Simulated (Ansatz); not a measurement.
The cell of Mg4S is invented: random cell by space group and Wyckoff sites (P6/mmm, No. 191). Lengths were set from tabulated atomic sizes, so they are only a guess.

```cif
data_structure
_symmetry_space_group_name_H-M 'P6/mmm'
_symmetry_Int_Tables_number 191
_cell_length_a 4.8482
_cell_length_b 4.8482
_cell_length_c 5.1171
_cell_angle_alpha 90.000
_cell_angle_beta 90.000
_cell_angle_gamma 120.000
_cell_volume 104.16
loop_
_atom_site_label
_atom_site_type_symbol
_atom_site_symmetry_multiplicity
_atom_site_Wyckoff_symbol
_atom_site_fract_x
_atom_site_fract_y
_atom_site_fract_z
_atom_site_occupancy
Mg1 Mg 2 d 0.33333 0.66667 0.50000 1
Mg2 Mg 2 c 0.33333 0.66667 0.00000 1
S1 S 1 a 0.00000 0.00000 0.00000 1
```

Level of theory: Ansatz, DFT PBE, scalar-relativistic, plane waves, PAW. Cutoff 420 eV, Gaussian smearing, Γ-centred meshes. Cell and atoms relax first on a coarse mesh and then on a finer one. In between, the cell is made exact in the group found at 0.06 Å. In metals the finer mesh still leaves noise of several meV/atom or more. The steps can't lower the symmetry of their start. No spin polarisation.

A guess keeps its type if space group and coordination stay and the shape of the cell changes little (axis ratios within about 15 %, angles within 6°); the volume may change.

Task: Does it keep its structure type, or change into something else?

Result: It keeps its type. The symmetry stays P6/mmm (No. 191). The volume per atom grows by 27.4 %, from 20.8 to 26.5 Å³. The shortest distance goes from 2.56 Å (Mg–Mg) to 2.91 Å (Mg–S and Mg–Mg). The ratio c/a of the conventional cell changes by a factor of 1.14. Counting neighbours within 15 % of an atom's shortest distance, the start has Mg 5/8, S 6 and the end Mg 5/8, S 6.

Formation energies are uncorrected and refer to the elements' standard structures at the same level.

Task: At what energy does it end?

Result: +0.21 eV/atom. The separate elements lie lower, so it is unstable against them.

The last run used a 12×12×6 mesh (in the run's order of axes) for its 5-atom cell and Gaussian smearing of 0.10 eV. The reference form of S is held partly by dispersion forces, which this level lacks. A structure relaxed within its symmetry needn't be a true minimum. Another cell of Mg4S relaxed alike, in P2_1/m, lies 0.57 eV/atom lower, so this cell isn't the stable form at this level.

In counts of neighbours, a slash parts the counts of unlike sites.
